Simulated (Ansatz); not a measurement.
# Ag under changes of volume

One of the cells (17.048 Å³/atom); the others are scaled copies at fixed shape and fractional positions:

```
CELL_PARAMETERS angstrom
0.00000 2.04275 2.04275
2.04275 0.00000 2.04275
2.04275 2.04275 0.00000
ATOMIC_POSITIONS crystal
Ag 0.00000 0.00000 0.00000
```

```yaml
Program: Ansatz 0.2.0
Functional: rPW86-PBE
Potentials_or_basis: Ansatz PAW
Cutoff: "420 eV (not typed: the program's choice for these potentials)"
k_mesh: 11 × 11 × 11
Occupations: fermi-dirac, width 0.05 eV
Spin: no spin polarisation
```

| volume (Å³/atom) | energy over the lowest point (meV/atom) | pressure (GPa) |
| --- | --- | --- |
| 16.025 | 149.53 | 21.1 |
| 16.366 | ? | ? |
| 16.707 | 75.60 | 14.1 |
| 17.048 | 48.85 | 11.3 |
| 17.389 | 27.78 | 8.8 |
| 17.730 | 11.70 | 6.5 |
| 18.071 | 0.00 | 4.6 |

Question: What does the run at 16.366 Å³/atom give?

Answer: Energy over the lowest point 108.87 meV/atom; pressure 17.4 GPa.

Worked out: A Birch-Murnaghan fit of order 3 (a polynomial in V^(-2/3)) to the other rows has no minimum within the range. It gives 108.86 meV/atom at 16.366 Å³/atom, against the run's 108.87, and -dE/dV = 17.3 GPa, against 17.4.

Energies are extrapolated to zero smearing.

Caveats: the PAW data sets come from PBE, with cores solved anew for the run's functional, which leaves a small shift of forces and pressure.
